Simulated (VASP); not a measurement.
# PtS2 (P-3m1) in VASP: settings compared, part 2 of 2

VASP 6.6.1. Earlier steps stand in the parts before.

### 4 Relaxation of cell and atoms, optB88-vdW

INCAR reads:

```
  PREC = Accurate
  ENCUT = 600
  EDIFF = 1E-6
  ISMEAR = -1
  SIGMA = 0.05
  LREAL = False
  LASPH = True
  NELM = 60
  ALGO = Fast
  ISIF = 3
  LWAVE = False
  LCHARG = False
  GGA = BO
  LUSE_VDW = True
  AGGAC = 0.0
  PARAM1 = 0.1833333333
  PARAM2 = 0.22
  IBRION = 2
  NSW = 40
  EDIFFG = -0.01
```

KPOINTS reads:

```
Automatic mesh
0
Gamma
  9 9 5
```

POSCAR reads:

```
PtS2
1.0
    3.5432000000      0.0000000000      0.0000000000
   -1.7716000000      3.0685012107      0.0000000000
    0.0000000000      0.0000000000      5.0388000000
Pt S
1 2
Direct
    0.0000000000      0.0000000000      0.0000000000
    0.6666666667      0.3333333333      0.7730000000
    0.3333333333      0.6666666667      0.2270000000
```

Potentials or basis: VASP PAW PBE potentials, release 64 (Pt, S).

Run with:

```console
$ cat potpaw_PBE.64/Pt/POTCAR potpaw_PBE.64/S/POTCAR > POTCAR
$ mpirun -np 1 vasp_std > vasp.out
```

OUTCAR:

```text
PREC = Accurate
   ENCUT = 600
   EDIFF = 1E-6
   ISMEAR = -1
   LREAL = False
   LASPH = True
   NELM = 60
   ISIF = 3
   GGA = BO
   IBRION = 2
   NSW = 40
   EDIFFG = -0.01

 ion  position               nearest neighbor table
   1  0.000  0.000  0.000-   2 2.34   3 2.34   2 2.34   3 2.34   2 2.34   3 2.34
   2  0.667  0.333  0.773-   1 2.34   1 2.34   1 2.34
   3  0.333  0.667  0.227-   1 2.34   1 2.34   1 2.34

  LATTYP: Found a hexagonal cell.
 ALAT       =     3.5432000000
 C/A-ratio  =     1.4221043125

  Lattice vectors:

 A1 = (   3.5432000000,   0.0000000000,   0.0000000000)
 A2 = (  -1.7716000000,   3.0685012107,   0.0000000000)
 A3 = (   0.0000000000,   0.0000000000,   5.0388000000)

Analysis of symmetry for initial positions (statically):
=====================================================================
 Subroutine PRICEL returns:
 Original cell was already a primitive cell.

 Routine SETGRP: Setting up the symmetry group for a
 hexagonal supercell.

 Subroutine GETGRP returns: Found 12 space group operations
 (whereof 12 operations were pure point group operations)
 out of a pool of 24 trial point group operations.

The static configuration has the point symmetry D_3d.

Analysis of symmetry for dynamics (positions and initial velocities):
=====================================================================
 Subroutine PRICEL returns:
 Original cell was already a primitive cell.

 Routine SETGRP: Setting up the symmetry group for a
 hexagonal supercell.

 Subroutine GETGRP returns: Found 12 space group operations
 (whereof 12 operations were pure point group operations)
 out of a pool of 24 trial point group operations.

The dynamic configuration has the point symmetry D_3d.

 Subroutine INISYM returns: Found 12 space group operations
 (whereof 12 operations are pure point group operations),
 and found     1 'primitive' translations

----------------------------------------------------------------------------------------

                                     Primitive cell

  volume of cell :      54.7834

  direct lattice vectors                    reciprocal lattice vectors
     3.543200000  0.000000000  0.000000000     0.282230752  0.162946001  0.000000000
    -1.771600000  3.068501211  0.000000000     0.000000000  0.325892001  0.000000000
     0.000000000  0.000000000  5.038800000     0.000000000  0.000000000  0.198459951

  length of vectors
     3.543200000  3.543200000  5.038800000     0.325892001  0.325892001  0.198459951

  position of ions in fractional coordinates (direct lattice)
     0.000000000  0.000000000  0.000000000
     0.666666667  0.333333333  0.773000000
     0.333333333  0.666666667  0.227000000

  ion indices of the primitive-cell ions
   primitive index   ion index
                 1           1
                 2           2
                 3           3

----------------------------------------------------------------------------------------

 KPOINTS: Automatic mesh

Automatic generation of k-mesh.
 Grid dimensions read from file:
 generate k-points for:    9    9    5

 Generating k-lattice:

  Cartesian coordinates                     Fractional coordinates (reciprocal lattice)
     0.031358972  0.018105111  0.000000000     0.111111111  0.000000000  0.000000000
[... 58 lines left out ...]
   NELM   =     60;   NELMIN=  2; NELMDL= -5     # of ELM steps
   EDIFF  = 0.1E-05   stopping-criterion for ELM
   LREAL  =      F    real-space projection
   EDIFFG = -.1E-01   stopping-criterion for IOM
   NSW    =     40    number of steps for IOM
   IBRION =      2    ionic relax: 0-MD 1-quasi-New 2-CG
   NFREE  =      1    steps in history (QN), initial steepest desc. (CG)
   ISIF   =      3    stress and relaxation
   ISYM   =      2    0-nonsym 1-usesym 2-fastsym
   POTIM  = 0.5000    time-step for ionic-motion
   TEBEG  =    0.0;   TEEND  =   0.0 temperature during run
   PSTRESS=    0.0 pullay stress
   NELECT =      22.0000    total number of electrons
   NUPDOWN=      -1.0000    fix difference up-down
   EMIN   =  10.00;   EMAX   =-10.00  energy-range for DOS
   EFERMI =   0.00;   METHOD = LEGACY
   ISMEAR =    -1;   SIGMA  =   0.05  broadening in eV -4-tet -1-fermi 0-gaus
   EFERMI_NEDOS =   21; number of points for ismear=-14 and -15
   IALGO  =     68    algorithm
   IMIX   =      4    mixing-type and parameters
     AMIX     =   0.40;   BMIX     =  1.00
     AMIX_MAG =   1.60;   BMIX_MAG =  1.00
  volume/ion in A,a.u.               =      18.26       123.23
  Fermi-wavevector in a.u.,A,eV,Ry     =   1.207812  2.282434 19.848315  1.458810
  Thomas-Fermi vector in A             =   2.343439
   LORBIT       =      0    0 simple, 1 ext, 2 COOP (PROOUT), +10 PAW based schemes
   GGA     = BO    functional components
   LHFCALC =     F    Hartree Fock is set to
   AEXX    =    0.0000 exact exchange contribution
   IVDW_NL    =     1    kernel type
   BPARAM     = 6.3000
   IVDW    =     0    specifies the selected vdW correction
   LEPSILON=     F    determine dielectric tensor
   LRPA    =     F    only Hartree local field effects (RPA)
 conjugate gradient relaxation of ions
 non-spin polarized calculation
 RMM-DIIS sequential band-by-band and
  energy-cutoff  :      600.00
  volume of cell :       54.78
 maximum number of plane-waves:      1863
   NGX = 15   NGY = 15   NGZ = 21

--------------------------------------- Ionic step        1  -------------------------------------------

 number of electron      22.0000000 magnetization

 Free energy of the ion-electron system (eV)
  ---------------------------------------------------
  ext. energy  EPLUGINS =         0.00000000
  ---------------------------------------------------
  free energy    TOTEN  =        -9.55500378 eV

  energy without entropy =       -9.55499919  energy(sigma->0) =       -9.55500148

------------------------ aborting loop because EDIFF is reached ----------------------------------------

  FORCE on cell =-STRESS in cart. coord.  units (eV):
  Direction    XX          YY          ZZ          XY          YZ          ZX
  --------------------------------------------------------------------------------------
  -------------------------------------------------------------------------------------
  Total        4.5300246      4.5300246      3.6690467      0.0000000      0.0000000      0.0000000
  in kB      132.4835789    132.4835789    107.3037088      0.0000000      0.0000000      0.0000000
  external PRESSURE =     124.0902889 kB  Pullay stress =       0.0000000 kB
[... 26 lines left out ...]
--------------------------------------- Ionic step        2  -------------------------------------------

 number of electron      22.0000001 magnetization

 E-fermi :   4.2877     XC(G=0):  -9.7993

 val. band max:        4.1262522390   @ k =   0.0000   0.0000   0.0000
 cond. band min:       4.5893365771   @ k =  -0.1111   0.3333   0.4000
 fundamental gap:      0.4630843380
 Fermi energy:         4.2876937126

 k-point     1 :       0.0000    0.0000    0.0000
  band No.  band energies     occupation
      1      -9.6057      2.00000
      2      -7.6897      2.00000
      3      -1.3279      2.00000
      4      -0.9951      2.00000
      5      -0.9951      2.00000
      6       1.2279      2.00000
      7       1.2279      2.00000
      8       2.4270      2.00000
      9       3.1837      2.00000
     10       3.1837      2.00000
     11       4.1263      1.92381
     12       5.6060      0.00000
     13       5.6060      0.00000
     14       8.0058      0.00000
[... 488 lines left out ...]
  energy  without entropy=       -9.7461402977  energy(sigma->0) =       -9.74615151

Total vdW correction in eV:      3.1454403

[... ionic steps 4 to 15 ...]

--------------------------------------- Ionic step       16  -------------------------------------------

 number of electron      22.0000000 magnetization

------------------------ aborting loop because EDIFF is reached ----------------------------------------
[... 73 lines left out ...]
--------------------------------------- Ionic step       18  -------------------------------------------

 number of electron      22.0000000 magnetization

 Free energy of the ion-electron system (eV)
  ---------------------------------------------------
  ext. energy  EPLUGINS =         0.00000000
  ---------------------------------------------------
  free energy    TOTEN  =        -9.76437535 eV

  energy without entropy =       -9.76432935  energy(sigma->0) =       -9.76435235

 E-fermi :   6.4505     XC(G=0): -10.5368

 val. band max:        6.1858067197   @ k =   0.0000   0.0000   0.0000
 cond. band min:       6.8118737164   @ k =   0.3333   0.3333   0.0000
 fundamental gap:      0.6260669967
 Fermi energy:         6.4505057544

 k-point     1 :       0.0000    0.0000    0.0000
  band No.  band energies     occupation
      1      -8.7761      2.00000
      2      -6.0789      2.00000
      3      -0.4786      2.00000
      4      -0.0951      2.00000
      5      -0.0951      2.00000
      6       2.5405      2.00000
      7       2.5405      2.00000
      8       4.1603      2.00000
      9       5.0799      2.00000
     10       5.0799      2.00000
     11       6.1858      1.99001
     12       8.0237      0.00000
     13       8.0237      0.00000
     14      10.8585      0.00000
[... 449 lines left out ...]
  energy  without entropy=       -9.7643293473  energy(sigma->0) =       -9.76435235

Total vdW correction in eV:      3.0749039

 reached required accuracy - stopping structural energy minimisation
```

Run time: 12 min. Hardware: 1 thread of Intel Xeon Platinum 8488C (Sapphire Rapids), shared host; peak memory 0.42 GiB.

Results:

- Free energy: -9.7644 eV
- Relaxed volume: 18.95 Å³/atom
- Relaxed cell: a = 3.597 Å, b = 3.597 Å, c = 5.075 Å, α = 90.00°, β = 90.00°, γ = 120.00°
- Space group after relaxing (to 0.05 Å): P-3m1 (No. 164)
- Energy gained by relaxing: 69.8 meV/atom
- Ionic steps: 18
- Pressure after relaxing: 0.0 GPa
- Largest force after relaxing: 0.003 eV/Å
- Band gap on the k mesh: 0.63 eV, indirect (least direct gap 0.98 eV)

Forces in eV/Å, atoms in the order of the input:
```
Pt   0.000  0.000  0.000
S    0.000  0.000 -0.003
S    0.000  0.000  0.003
```

Stress tensor (GPa, compression positive):
```
 0.04  0.00  0.00
 0.00  0.04  0.00
 0.00  0.00 -0.04
```

Step by step:
```tsv
step	energy change (eV)	largest force (eV/Å)	pressure (GPa)	volume (Å³)
1	0.0000	1.6462	12.41	54.78
2	0.2983	1.3342	-13.98	66.78
3	-0.1912	0.2316	-0.93	58.93
4	-0.1915	0.2686	-0.66	58.78
5	-0.1916	0.2925	-0.46	58.70
6	-0.2024	0.1750	-0.25	58.39
7	-0.2067	0.0370	-0.01	58.02
8	-0.2067	0.0447	-0.02	58.03
9	-0.2071	0.0225	-0.20	58.01
10	-0.2074	0.0243	-0.60	57.96
11	-0.2075	0.0239	-0.59	57.93
12	-0.2077	0.0215	-0.53	57.85
13	-0.2082	0.0181	-0.46	57.69
14	-0.2089	0.0106	-0.27	57.36
15	-0.2094	0.0052	0.11	56.72
16	-0.2094	0.0011	0.09	56.77
17	-0.2093	0.0054	-0.08	57.07
18	-0.2094	0.0032	0.01	56.85
```

Final structure:
```cif
data_structure
_symmetry_space_group_name_H-M 'P 1'
_symmetry_Int_Tables_number 1
_cell_length_a 3.5968
_cell_length_b 3.5968
_cell_length_c 5.0747
_cell_angle_alpha 90.000
_cell_angle_beta 90.000
_cell_angle_gamma 120.000
_cell_volume 56.85
loop_
_atom_site_label
_atom_site_type_symbol
_atom_site_fract_x
_atom_site_fract_y
_atom_site_fract_z
_atom_site_occupancy
Pt1 Pt 0.00000 0.00000 0.00000 1
S1 S 0.66667 0.33333 0.75645 1
S2 S 0.33333 0.66667 0.24354 1
```

Caveat: the PAW data sets were made with another functional, which shifts forces and pressure a little; spin-orbit coupling is left out, which moves the levels of the heavy elements; an odd mesh through Γ misses points on the zone boundary, where band edges often lie. Zero-point motion and thermal expansion aren't in these numbers.

### 5 Summary

```csv
level,gap on the mesh (eV),pressure (GPa),relaxed volume (Å³/atom)
vdW-DF2,0.91,0.0,21.26
vdW-DF,1.17,-0.1,21.44
optB88-vdW,0.63,0.0,18.95
```

Alike in all rows: task relaxation of cell and atoms; potentials or basis VASP PAW PBE potentials, release 64 (Pt, S); no spin polarisation; cell relaxed; k mesh 9 × 9 × 5; cutoff (eV) 600; smearing fermi-dirac 0.05 eV.

Caveats: the PAW data sets were made with another functional, which shifts forces and pressure a little; spin-orbit coupling is left out, which moves the levels of the heavy elements; an odd mesh through Γ misses points on the zone boundary, where band edges often lie; the volume moved by over 15 % at a fixed basis, so the end points are rough (some runs); the volume moved by +16 % from the deposited cell, more than functionals usually miss (some runs); the volume moved by +17 % from the deposited cell, more than functionals usually miss (some runs).

Total energies depend on the potentials used, so only differences within one code and one set of settings carry meaning.
